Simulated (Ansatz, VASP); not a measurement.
## Ge in VASP and in Ansatz

```
Ge
1.0
     2.89541    0.00000    0.00000
    -1.44770    2.50750    0.00000
     0.00000    0.00000    2.72168
Ge
1
Direct
  0.00000 0.00000 0.00000
```

Alike in both runs: task relaxation of cell and atoms; functional PBE; k mesh 17 × 17 × 15; occupations fermi-dirac, width 0.1 eV; no spin polarisation.

|  | VASP | Ansatz |
| --- | --- | --- |
| version | VASP 6.6.1 | Ansatz 0.2.0 |
| potentials or method | VASP PAW PBE potentials, release 64 (Ge_d) | PAW with Ansatz's default frozen-core files, scalar-relativistic |
| plane-wave cutoff (eV) | 600 | 420 |
| valence electrons in the cell | 14 | 14 |

VASP gave:

* relaxed volume (Å³/atom): 19.41
* relaxed cell length with the largest relative difference (Å): 2.700
* energy change over the relaxation (meV/atom): -1

Task: What did Ansatz give for the same quantities?

Result: Relaxed volume (Å³/atom): 19.39; relaxed cell length with the largest relative difference (Å): 2.699; energy change over the relaxation (meV/atom): -1.
